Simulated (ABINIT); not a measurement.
Runs of ABINIT 10.8.3 (patched build) on InAs. It takes space group F-43m (No. 216, cubic). The conventional cell has a = 6.036 Å, b = 6.036 Å, c = 6.036 Å, α = 90.00°, β = 90.00°, γ = 90.00°. Around In (site symmetry -43m) lie 4 As at 2.61 Å. As (site symmetry -43m) is surrounded by 4 In at 2.61 Å. 

```tsv
task	level	potentials or basis	k mesh	cutoff (eV)	fine-grid cutoff	mesh quality	gap on the mesh (eV)
band structure	OLYP	JTH PAW PBE v2.0	8 × 8 × 8	463	925.187 eV	not flagged	(a)
band structure	LDA-Teter	JTH PAW LDA v2.0	8 × 8 × 8	463	925.187 eV	not flagged	none
band structure	AM05	JTH PAW PBE v2.0 sp	8 × 8 × 8	408	816.342 eV	not flagged	none
band structure	PBE	SPMS NC PBE v1.0	8 × 8 × 8	925	-	not flagged	none
band structure	rSCAN	JTH PAW PBE v2.0 sp	8 × 8 × 8	490	979.61 eV	not flagged	0.28
band structure	BP86	JTH PAW PBE v2.0	8 × 8 × 8	463	925.187 eV	not flagged	none
```

Alike in all rows: no spin polarisation; cell as given; smearing fermi-dirac 0.05 eV.

Q: Estimate the missing entries.

A: (a) 0.11.

Caveats: spin-orbit coupling is left out, which moves the levels of the heavy elements; this crystal is a semiconductor, whose small gap the functional closes, so the metal is an error of the method (some runs); this set keeps more shells in the core, which shifts pressures and gaps (some runs); the atomic spheres overlap (some runs).

A k mesh can miss the band edges, and the runs leave out spin-orbit coupling on As, In.

A gap of «none» marks a metal or a gap under the smearing width.

The runs don't all hold the same shells in valence.
